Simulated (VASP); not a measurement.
Wanted: the native input for a VASP 6.6.1 run.

| Property | Result |
| --- | --- |
| Task | single point |
| Functional | RPBE |
| Potentials or basis | VASP PAW PBE potentials, release 64 (Cs_sv) |
| Cutoff | 520 eV |
| k mesh | 7 × 7 × 7 |
| Occupations | fermi-dirac, width 0.1 eV |
| Spin | no spin polarisation |
| Dipole correction | no |
| Further INCAR settings | ALGO = Normal; EDIFF = 1e-06; NBANDS = 10 |

The structure of Cs lies in POSCAR:

```
Cs
1.0
    5.2977335398      0.0000000000      0.0000000000
    0.0000000000      5.2977335398      0.0000000000
    0.0000000000      0.0000000000      5.2977335398
Cs
1
Direct
    0.0000000000      0.0000000000      0.0000000000
```

This isn't the form of Cs at room conditions, which is bcc.

The input as run:

INCAR

```
  PREC = Accurate
  ENCUT = 520
  EDIFF = 1E-6
  ISMEAR = -1
  SIGMA = 0.1
  LREAL = False
  LASPH = True
  NELM = 80
  ALGO = Normal
  ISIF = 2
  LWAVE = False
  LCHARG = False
  GGA = RP
  NBANDS = 10
```

KPOINTS

```
regular mesh
0
Gamma
  7 7 7
```

Potentials or basis: VASP PAW PBE potentials, release 64 (Cs_sv).

Command:

```console
$ cat potpaw_PBE.64/Cs_sv/POTCAR > POTCAR
$ mpirun -np 1 vasp_std > vasp.out
```

It gave:

```json
{"Pressure": "0.0 GPa", "Band gap on the k mesh": "none (metal or under the smearing width)"}
```

Caveat: the PAW data sets were made with another functional, which shifts forces and pressure a little.

Wall time 24 s on 1 thread of Intel(R) Xeon(R) Platinum 8488C (Sapphire Rapids) (shared host), peak memory 0.24 GiB.
